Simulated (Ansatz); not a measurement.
## A trial form of AlN

These are results of Ansatz, DFT PBE, scalar-relativistic, plane waves, PAW, not measurements. Cutoff 420 eV, Gaussian smearing, Γ-centred meshes. Cell and atoms relax first on a coarse mesh and then on a converged one. In between, the cell is made exact in the group found at 0.06 Å. The steps can't lower the symmetry of their start. No spin polarisation in the relaxation; trial moments died out in a coarse test.

Recipe of this trial structure of AlN: random cell by space group and Wyckoff sites (P6/mmm, No. 191). Lengths were set from tabulated atomic sizes, so they are only a guess.

```cif
data_structure
_symmetry_space_group_name_H-M 'P6/mmm'
_symmetry_Int_Tables_number 191
_cell_length_a 3.4191
_cell_length_b 3.4191
_cell_length_c 3.0555
_cell_angle_alpha 90.000
_cell_angle_beta 90.000
_cell_angle_gamma 120.000
_cell_volume 30.93
loop_
_atom_site_label
_atom_site_type_symbol
_atom_site_symmetry_multiplicity
_atom_site_Wyckoff_symbol
_atom_site_fract_x
_atom_site_fract_y
_atom_site_fract_z
_atom_site_occupancy
Al1 Al 1 b 0.00000 0.00000 0.50000 1
N1 N 1 a 0.00000 0.00000 0.00000 1
```

The zero of energy is the elements' standard structures at the same level (N₂ as a molecule); no fitted shifts are applied.

Q: Where does the relaxation end?

A: The symmetry stays P6/mmm (No. 191). The volume per atom grows by 155.9 %, from 15.5 to 39.6 Å³. The shortest distance goes from 1.53 Å (Al–N) to 1.69 Å (Al–N). The ratio c/a of the conventional cell changes by a factor of 0.73. The energy falls by about 0.78 eV/atom (the start's value is from the coarse mesh). Conventional cell: a = 5.204 Å, c = 3.375 Å. Around Al lie 2 N at 1.69 Å; N has 2 Al at 1.69 Å.

```cif
data_structure
_symmetry_space_group_name_H-M 'P 1'
_symmetry_Int_Tables_number 1
_cell_length_a 5.2044
_cell_length_b 5.2044
_cell_length_c 3.3754
_cell_angle_alpha 90.000
_cell_angle_beta 90.000
_cell_angle_gamma 120.000
_cell_volume 79.18
loop_
_atom_site_label
_atom_site_type_symbol
_atom_site_fract_x
_atom_site_fract_y
_atom_site_fract_z
_atom_site_occupancy
Al1 Al 0.00000 0.00000 0.50000 1
N1 N 0.00000 0.00000 0.00000 1
```

Q: How does it come out in energy, and is it a metal?

A:

| Quantity | Value |
| --- | --- |
| Formation energy | +0.450 eV/atom |
| Gap on the 6×6×8 mesh of the 2-atom cell | 1.47 eV |

The separate elements lie lower, so it is unstable against them.

The last run used Gaussian smearing of 0.02 eV. No dispersion correction is applied, so the spacing and binding between layers, chains or molecules are poorly described. Kohn–Sham gaps at this level usually fall short of measured ones. Symmetry constrained the relaxation, so the result can be a saddle point. In all, the 4 runs took 73 s on 1 thread of Intel(R) Xeon(R) Processor @ 2.70GHz, with other jobs on the host. Another cell of AlN relaxed alike, in P6_3mc (a cell as deposited in COD), lies 1.82 eV/atom lower, so this cell isn't the stable form at this level.
